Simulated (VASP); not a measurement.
# What goes wrong when ZnO (zincite) is relaxed with a bad input, part 2 of 2

Some relaxations of ZnO (zincite) get a fault in the input on purpose. Which of them show, and how? The starting structure is a measured crystal structure from the Crystallography Open Database. The first relaxation on each setting starts from this cell expanded by 3 % in volume.

VASP 6.6.1.

Results so far: reference 11.85 Å³ an atom; a smearing far too wide 11.99 Å³ an atom; the cell held fixed (ISIF = 2) 12.26 Å³ an atom.

**5. Relaxation with a leftover external pressure of 100 kbar**

Level of this step: PBEsol; plane waves and PAW (Zn, O) (VASP).

A slip made on purpose: a leftover external pressure of 100 kbar. Against step 2 the input has PSTRESS = 100 (also changed: NELM).

The input, INCAR:

```
SYSTEM = ZnO
PREC = Accurate
ENCUT = 520
EDIFF = 1E-06
NELM = 60
ISMEAR = 0
SIGMA = 0.03
LREAL = .FALSE.
ALGO = Normal
GGA = PS
NBANDS = 24
LORBIT = 11
LWAVE = .FALSE.
LCHARG = .FALSE.
KPAR = 8
IBRION = 2
NSW = 50
ISIF = 3
EDIFFG = -0.006
PSTRESS = 100
```

The input, POSCAR:

```
ZnO
1.0
    3.2814814587      0.0000000000      0.0000000000
   -1.6407407294      2.8418463053      0.0000000000
    0.0000000000      0.0000000000      5.2572540255
Zn O
2 2
Direct
    0.6666666667      0.3333333333      0.0000000000
    0.3333333333      0.6666666667      0.5000000000
    0.3333333333      0.6666666667      0.8790100000
    0.6666666667      0.3333333333      0.3790100000
```

The input, KPOINTS:

```
Automatic mesh
0
Gamma
9 9 4
0 0 0
```

PAW data sets: Zn and O (PBE family, release 64).

Command:

```bash
$ mpirun -np 8 vasp_std
```

Log:

```text
[... set-up lines as in an earlier step ...]
 entering main loop
       N       E                     dE             d eps       ncg     rms          rms(c)
[... 15 cycles as in an earlier step ...]
   1 F= -.16325530E+02 E0= -.16325530E+02  d E =-.163255E+02
[... from here on, the cycles between the ionic steps are left out ...]
   2 F= -.16402159E+02 E0= -.16402159E+02  d E =-.766293E-01
   3 F= -.16539255E+02 E0= -.16539255E+02  d E =-.213725E+00
   4 F= -.16539249E+02 E0= -.16539249E+02  d E =-.213719E+00
   5 F= -.16539345E+02 E0= -.16539345E+02  d E =-.956632E-04
   6 F= -.16539365E+02 E0= -.16539365E+02  d E =-.115706E-03
   7 F= -.16539401E+02 E0= -.16539401E+02  d E =-.363996E-04
   8 F= -.16539389E+02 E0= -.16539389E+02  d E =-.240359E-04
   9 F= -.16539399E+02 E0= -.16539399E+02  d E =-.339497E-04
  10 F= -.16539401E+02 E0= -.16539401E+02  d E =-.357472E-04
  11 F= -.16539427E+02 E0= -.16539427E+02  d E =-.264937E-04
 trial-energy change:   -0.000026  1 .order   -0.000027   -0.000039   -0.000014
 step:   1.3730(harm=  1.3730)  dis= 0.00065  next Energy=   -16.539431 (dE=-0.308E-04)
 reached required accuracy - stopping structural energy minimisation
```

Wall time 16 s (8 MPI ranks of Intel Xeon 6975P-C (Granite Rapids), shared host); peak memory 1.7 GiB.

Parts of OUTCAR (step 5):

```text
  Total        2.7705200      2.7705200      2.8048501     -0.0000000      0.0000000      0.0000000
  in kB       99.4108488     99.4108488    100.6426693     -0.0000000      0.0000000      0.0000000
  external PRESSURE =      -0.1785444 kB  Pullay stress =     100.0000000 kB

 POSITION                                       TOTAL-FORCE (eV/Angst)
 -----------------------------------------------------------------------------------
      1.58746      0.91652      5.11371        -0.000000      0.000000      0.004349
     -0.00000      1.83304      2.55622         0.000000      0.000000      0.004349
     -0.00000      1.83304      4.49740         0.000000     -0.000000     -0.004349
      1.58746      0.91652      1.93991        -0.000000     -0.000000     -0.004349
 -----------------------------------------------------------------------------------
    total drift:                                0.000001      0.000001      0.000666

  FREE ENERGIE OF THE ION-ELECTRON SYSTEM (eV)
  ---------------------------------------------------
  free  energy   TOTEN  =       -19.3263664693 eV

  energy  without entropy=      -19.3263664693  energy(sigma->0) =      -19.32636647

[... 2 parts as in an earlier step ...]

[... 2 further parts left out ...]
[key lines of the parts left out:]
E-fermi :   1.7896
```

With a leftover external pressure of 100 kbar the cell ends at 11.163 Å³ an atom, -5.82 % from the reference.

**6. Relaxation with a loose electronic threshold**

A slip made on purpose: a loose electronic threshold. Against step 2 the input has EDIFF = 0.01 (also changed: NELM and NSW).

Changes to INCAR since step 5:

```diff
@@ -3,3 +3,3 @@
 ENCUT = 520
-EDIFF = 1E-06
+EDIFF = 0.01
 NELM = 60
@@ -16,5 +16,4 @@
 IBRION = 2
-NSW = 50
+NSW = 30
 ISIF = 3
 EDIFFG = -0.006
-PSTRESS = 100
```

POSCAR is that of step 5.

KPOINTS is that of step 5.

Command:

```bash
$ mpirun -np 8 vasp_std
```

Log:

```text
[... set-up lines as in an earlier step ...]
 entering main loop
       N       E                     dE             d eps       ncg     rms          rms(c)
[... 9 cycles as in an earlier step ...]
DAV:  10    -0.193855112715E+02   -0.18532E-02   -0.41334E-02  1728   0.145E+00
   1 F= -.19385511E+02 E0= -.19385511E+02  d E =-.193855E+02
[... from here on, the cycles between the ionic steps are left out ...]
   2 F= -.19379640E+02 E0= -.19379640E+02  d E =0.587148E-02
   3 F= -.19407696E+02 E0= -.19407696E+02  d E =-.221846E-01
   5 F= -.19403908E+02 E0= -.19403908E+02  d E =-.183965E-01
   7 F= -.19408112E+02 E0= -.19408112E+02  d E =-.226004E-01
   9 F= -.19408086E+02 E0= -.19408086E+02  d E =-.225751E-01
  11 F= -.19410039E+02 E0= -.19410039E+02  d E =-.195239E-02
  13 F= -.19409072E+02 E0= -.19409072E+02  d E =-.985887E-03
  15 F= -.19409053E+02 E0= -.19409053E+02  d E =-.966910E-03
  17 F= -.19409129E+02 E0= -.19409129E+02  d E =-.806364E-04
  19 F= -.19409341E+02 E0= -.19409341E+02  d E =-.292524E-03
  21 F= -.19407111E+02 E0= -.19407111E+02  d E =0.193678E-02
  23 F= -.19407737E+02 E0= -.19407737E+02  d E =0.131057E-02
  25 F= -.19407905E+02 E0= -.19407905E+02  d E =-.113856E-03
  27 F= -.19408676E+02 E0= -.19408676E+02  d E =-.885311E-03
  29 F= -.19410123E+02 E0= -.19410123E+02  d E =-.233208E-02
  30 F= -.19401438E+02 E0= -.19401438E+02  d E =0.635299E-02
[...]
opt :   1.6101  next Energy=   -19.410636 (dE=-0.284E-02)
```

Elapsed: 24 s, on 8 MPI ranks; peak memory 1.7 GiB.

Parts of OUTCAR (step 6):

```text
  Total       -1.0199991     -1.0199991     -1.3545618      0.0000000      0.0000000      0.0000000
  in kB      -34.1281927    -34.1281927    -45.3223427      0.0000000      0.0000000      0.0000000
  external PRESSURE =     -37.8595760 kB  Pullay stress =       0.0000000 kB

 POSITION                                       TOTAL-FORCE (eV/Angst)
 -----------------------------------------------------------------------------------
      1.62998      0.94107      0.00710         0.000000     -0.000000     -0.201085
     -0.00000      1.88214      2.60854        -0.000000     -0.000000     -0.201085
     -0.00000      1.88214      4.56627         0.000000      0.000000      0.201085
      1.62998      0.94107      1.96484        -0.000000      0.000000      0.201085
 -----------------------------------------------------------------------------------
    total drift:                               -0.000001     -0.000001     -0.015111

  FREE ENERGIE OF THE ION-ELECTRON SYSTEM (eV)
  ---------------------------------------------------
  free  energy   TOTEN  =       -19.4014381773 eV

  energy  without entropy=      -19.4014381773  energy(sigma->0) =      -19.40143818

[... 1 part as in an earlier step ...]

[... 2 further parts left out ...]
[key lines of the parts left out:]
E-fermi :   1.1408
```

The relaxation used up its 30 ionic steps (NSW) before forces and stress met EDIFFG.

**7. The runs compared**

```csv
run,ended,volume (Å³/atom),change (%),bulk modulus (GPa),pressure left (GPa),core minutes
reference,converged,11.852,-,142.3,0.06,3.17
a smearing far too wide,converged,11.991,1.17,135.3,0.01,2.21
the cell held fixed (ISIF = 2),converged,12.257,3.41,-,-4.43,0.747
a leftover external pressure of 100 kbar,converged,11.163,-5.82,-,9.98,2.08
a loose electronic threshold,not converged,-,-,-,-,3.2
```

Core minutes are wall time times ranks, summed over the relaxations behind a row (those for a bulk modulus apart), on shared hosts.

**8. Outcome**

- volume of the reference: 11.85 Å³/atom
- volume against the reference, a smearing far too wide: +1.17 %
- volume against the reference, the cell held fixed (ISIF = 2): +3.41 %
- volume against the reference, a leftover external pressure of 100 kbar: -5.82 %
- run with a loose electronic threshold: not converged

**Reading.** The run with a loose electronic threshold didn't converge. Finished, but with signs in the output that stand out against the reference: a smearing far too wide, with the volume changed by +1.2 % (signs: a large entropy term in the energy); the cell held fixed (ISIF = 2), with the volume kept at the input's, +3.4 % from the reference (signs: a stress of up to 4.7 GPa); a leftover external pressure of 100 kbar, with the volume changed by -5.8 % (signs: the Pulay stress that OUTCAR prints, which here is the typed pressure). The reference was restarted once and the runs with a slip weren't, so their cells may not have settled fully. Further runs on this material are not shown.

[Lines on the potential files, build, host, timing and source positions are cut from VASP's logs without a mark.]

[Logs are printed without paths, hosts, clocks, repeated set-up lines and the standing remarks that a program may print on its own settings, such as how far it seeks lower states.]

[Hosts, paths, dates, database ids (printed as entryN), source tags and the programs' standing remarks are cut or masked in the printed files.]
